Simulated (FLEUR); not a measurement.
Slab: V, a slab with vacuum.

```
V
1.0
     2.67993    0.00000    0.00000
    -1.33997    2.32089    0.00000
     0.00000    0.00000   25.94079
V
6
Direct
  0.66667 0.33333 0.28912
  0.33333 0.66667 0.37347
  0.00000 0.00000 0.45782
  0.66667 0.33333 0.54218
  0.33333 0.66667 0.62653
  0.00000 0.00000 0.71088
```

The slab is cut from a database's or a generator's crystal, which needn't be the stable form of the element.

The cell isn't the ideal one: the (1 1 1) slab of V, cut from the database cell, not relaxed.

Base run:

| Item | Value |
| --- | --- |
| Program | FLEUR MaX-R8.1 (later development tree) |
| Functional | PBE |
| Potentials or basis | all-electron |
| Basis | FLAPW |
| Kmax | 4.28 1/bohr |
| k mesh | 11 × 11 × 1 |
| Occupations | fermi-dirac, width 0.05 eV |
| Spin | collinear spin, ferromagnetic start |
| Starting moments | [2.0, 2.0, 2.0, 2.0, 2.0, 2.0] μB |

Its results: band gap on the k mesh none (metal or under the smearing width); net moment 1.58 μB per cell; site moments V +0.54, -0.01, +0.07 μB.

Question: The run is repeated on the same cell with these changes: k mesh from 11 × 11 × 1 to 8 × 8 × 1; spin from collinear spin, ferromagnetic start to collinear spin, ferromagnetic start, spin-orbit coupling. What comes out?

Answer: Band gap on the k mesh none (metal or under the smearing width); net moment 1.44 μB per cell; site moments V +0.47, +0.03, +0.06 μB.

Several settings changed at once, so the effect can't be laid on one alone.

Caveats: spin-orbit coupling is added in second variation on a limited number of bands (some runs).
